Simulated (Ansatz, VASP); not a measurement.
## Cd: VASP beside Ansatz

Contents of INCAR:

```
SYSTEM = Cd
  PREC = Accurate
  ENCUT = 520
  EDIFF = 1E-6
  ISMEAR = 0
  SIGMA = 0.1
  LREAL = .FALSE.
  LASPH = .TRUE.
  NELM = 100
  ALGO = Normal
  ISIF = 2
  LWAVE = .FALSE.
  LCHARG = .FALSE.
  GGA = PS
  NBANDS = 32
```

KPOINTS

```
regular mesh
0
G
  6 6 2
  0 0 0
```

POSCAR

```
Cd
1.0
    2.9411185330     -1.9438543578      0.0000000000
    2.9411185330      1.9438543578      0.0000000000
    0.0000000000      0.0000000000      7.9294663687
Cd
4
Direct
    0.8500000000      0.1500000000      0.1170000000
    0.6500000000      0.3500000000      0.6170000000
    0.1500000000      0.8500000000      0.8830000000
    0.3500000000      0.6500000000      0.3830000000
```

Input for Ansatz:

```yaml
crystal:
  lattice:
    - [2.941118533, -1.9438543578, 0.0]
    - [2.941118533, 1.9438543578, 0.0]
    - [0.0, 0.0, 7.9294663687]
  atoms:
    - { symbol: Cd, position: [0.85, 0.15, 0.117] }
    - { symbol: Cd, position: [0.65, 0.35, 0.617] }
    - { symbol: Cd, position: [0.15, 0.85, 0.883] }
    - { symbol: Cd, position: [0.35, 0.65, 0.383] }
basis:
  ecutwfc: 420
kpoints:
  mp_grid: { grid: [6, 6, 2] }
hamiltonian:
  xc: pbesol
scf:
  occupations: { method: gaussian, width: 0.1 }
  lower_state_search: "off"
output:
  forces: true
  stress: true
  eigenvalues: true
```

Alike in both runs: task single point; functional PBEsol; k mesh 6 × 6 × 2; occupations gaussian, width 0.1 eV; no spin polarisation.

```csv
,VASP,Ansatz
version,VASP 6.6.1,Ansatz 0.2.0
potentials or method,"VASP PAW PBE potentials, release 64 (Cd)","scalar-relativistic, plane waves, PAW"
plane-wave cutoff (eV),520,420
valence electrons in the cell,48,80
```

```csv
,VASP,Ansatz,Ansatz less VASP
gap on the k mesh at the Fermi level (eV),none,none,-
pressure (GPa),18.4,17.0,-1.37
largest component of the traceless stress (GPa),25.69,24.27,-1.414
rms of the force components (eV/Å),4.361,4.108,-0.2528
```

Atom by atom the forces differ by 0.253 eV/Å (rms over components). A gap of «none» marks a metal or a gap that the smearing closes. The functional is the same, so the differences come from potentials, cutoffs and numerics. The two sets of potentials don't hold the same shells in valence.

Caveats: the k mesh is coarse (spacing up to 0.40 Å⁻¹), so the values aren't converged; so large a pressure means that the cell lies far from this level's equilibrium, or that cutoff or potentials fall short (VASP); the potentials were made for another functional, which shifts forces and pressure (VASP).
